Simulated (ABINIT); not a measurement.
LiHF2:

```xyz
4
Lattice="1.4670 0.8470 4.3667 -1.4670 0.8470 4.3667 0.0000 -1.6939 4.3667" Properties=species:S:1:pos:R:3 pbc="T T T"
F     0.0000    0.0000    7.6858
F     0.0000    0.0000    5.4143
Li    0.0000    0.0000    0.0000
H     0.0000    0.0000    6.5500
```

The cell comes from a database or a generator and needn't be the stable form of this composition.

Base run:

```yaml
Program: ABINIT 10.8.3 (patched build)
Functional: AM05
Potentials_or_basis: PseudoDojo NC SR PBEsol v0.4 stringent
Cutoff: 1306 eV
k_mesh: 8 × 8 × 8
Occupations: fermi-dirac, width 0.05 eV
Spin: no spin polarisation
```

Its results: band gap on the k mesh 8.51 eV, indirect (least direct gap 8.71 eV); pressure 3.0 GPa; largest force 0.048 eV/Å.

**Question.** The run is repeated on the same cell with these changes: functional from AM05 to PBEsol. What comes out?

**Answer.** Band gap on the k mesh 8.32 eV, indirect (least direct gap 8.52 eV); pressure 1.6 GPa; largest force 0.011 eV/Å.

Caveats: the potentials were made for another functional, which shifts forces and pressure (some runs).

A k mesh can miss the band edges.
